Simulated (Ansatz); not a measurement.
Crystal: I.

```
CELL_PARAMETERS angstrom
0.00000 2.36560 3.90984
2.19225 0.00000 3.90984
2.19225 2.36560 0.00000
ATOMIC_POSITIONS crystal
I 0.00000 0.00000 0.00000
```

- Program: Ansatz 0.2.0
- Task: relaxation of cell and atoms
- Functional: PBEsol
- Potentials or basis: Ansatz PAW
- Cutoff: 420 eV (not typed: the program's choice for these potentials)
- k mesh: 9 × 9 × 9
- Occupations: fermi-dirac, width 0.05 eV
- Spin: no spin polarisation

At the start: volume 40.55 Å³/atom.

Problem. How do energy, volume and symmetry change on relaxing?

Solution. It ends after 8 steps and the volume is 37.41 Å³/atom (-7.7 %); space group Fmmm (No. 69, to 0.05 Å).

The path:
```
step  energy change (eV)  largest force (eV/Å)  volume (Å³)
   1              0.0000                0.0000        40.55
   2             -0.0092                0.0000        38.97
   3             -0.0100                0.0000        38.51
   4             -0.0112                0.0000        37.24
   5             -0.0113                0.0000        37.46
   6             -0.0113                0.0000        37.47
   7             -0.0114                0.0000        37.41
   8             -0.0110                0.0000        37.41
```

Final structure:
```
I
1.0
     0.00000    2.30605    3.72313
     2.17864    0.00000    3.72313
     2.17864    2.30605    0.00000
I
1
Cartesian
  0.0000 0.0000 0.0000
```

Caveat: the plane-wave basis is chosen anew once the cell has moved, so the energies of steps on either side of that aren't comparable; the PAW data sets come from PBE, with cores solved anew for the run's functional, which leaves a small shift of forces and pressure.
